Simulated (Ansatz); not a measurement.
**Response of SrO to small distortions**

```yaml
crystal:
  lattice:
    - [0.00000, 2.56980, 2.56980]
    - [2.56980, 0.00000, 2.56980]
    - [2.56980, 2.56980, 0.00000]
  atoms:
    - { symbol: Sr, position: [0.00000, 0.00000, 0.00000] }
    - { symbol: O, position: [0.50000, 0.50000, 0.50000] }
```

Atoms are numbered in the order listed.

The conventional cell has a = 5.140 Å, b = 5.140 Å, c = 5.140 Å, α = 90.00°, β = 90.00°, γ = 90.00°. Around Sr (atom 1) lie 6 O at 2.57 Å. Around O (atom 2) lie 6 Sr at 2.57 Å.

The geometry is COD entry 1100027, unchecked; take it as a test cell. It is an old determination, and later ones may differ.

Level of theory: Ansatz 0.2.0, DFT, LDA, all-electron PAW with datasets made for the crystal, scalar-relativistic.

Settings: a Γ-centred 8×8×8 k mesh, Fermi–Dirac smearing of 0.02 eV, cutoff 300 eV (chosen by the program for this cell), no spin polarisation.

The unchanged cell is at -4.17 GPa.

Semilocal functionals give too small gaps.

x, y and z are the Cartesian axes of the cell as listed; fractional coordinates follow a strain, and an engineering shear is twice the off-diagonal strain component.

Vzz stands for the principal value of largest size of the field-gradient tensor, whatever its axis.

No spin–orbit coupling: at heavy atoms the gradients can be off by tens of per cent for that reason.

Q: One change gave: energy change +7 meV/atom; stress change (xx, yy, zz, yz, xz, xy) -0.03, -0.03, -0.03, 1.57, 1.57, 1.57 GPa, compression positive; Vzz in 10²¹ V/m²: Sr1 0 → 2.19 (η = 0.00), O2 0 → -0.25 (η = 0.00); gap on the k mesh 3.16 → 3.08 eV. Which change was it?
A. equal xy, yz and zx engineering shear strains of -3 %
B. equal xy, yz and zx engineering shear strains of +1 %
C. equal xy, yz and zx engineering shear strains of +2 %
D. equal xy, yz and zx engineering shear strains of +3 %
E. equal xy, yz and zx engineering shear strains of -1 %
F. equal xy, yz and zx engineering shear strains of -2 %

A: A. For equal xy, yz and zx engineering shear strains of -1 %: energy change under 1 meV/atom; stress change (xx, yy, zz, yz, xz, xy) 0.00, 0.00, 0.00, 0.55, 0.55, 0.55 GPa, compression positive; Vzz in 10²¹ V/m²: Sr1 0 → 0.74 (η = 0.00), O2 0 → -0.09 (η = 0.00); gap on the k mesh 3.16 → 3.13 eV. For equal xy, yz and zx engineering shear strains of +2 %: energy change +4 meV/atom; stress change (xx, yy, zz, yz, xz, xy) -0.01, -0.01, -0.01, -1.19, -1.19, -1.19 GPa, compression positive; Vzz in 10²¹ V/m²: Sr1 0 → -1.52 (η = 0.00), O2 0 → 0.21 (η = 0.00); gap on the k mesh 3.16 → 3.13 eV. For equal xy, yz and zx engineering shear strains of -2 %: energy change +3 meV/atom; stress change (xx, yy, zz, yz, xz, xy) -0.01, -0.01, -0.01, 1.08, 1.08, 1.08 GPa, compression positive; Vzz in 10²¹ V/m²: Sr1 0 → 1.48 (η = 0.00), O2 0 → -0.18 (η = 0.00); gap on the k mesh 3.16 → 3.11 eV. For equal xy, yz and zx engineering shear strains of +1 %: energy change under 1 meV/atom; stress change (xx, yy, zz, yz, xz, xy) 0.00, 0.00, 0.00, -0.58, -0.58, -0.58 GPa, compression positive; Vzz in 10²¹ V/m²: Sr1 0 → -0.76 (η = 0.00), O2 0 → 0.10 (η = 0.00); gap on the k mesh 3.16 → 3.14 eV. For equal xy, yz and zx engineering shear strains of +3 %: energy change +8 meV/atom; stress change (xx, yy, zz, yz, xz, xy) -0.03, -0.03, -0.03, -1.83, -1.83, -1.83 GPa, compression positive; Vzz in 10²¹ V/m²: Sr1 0 → -2.30 (η = 0.00), O2 0 → 0.33 (η = 0.00); gap on the k mesh 3.16 → 3.11 eV.
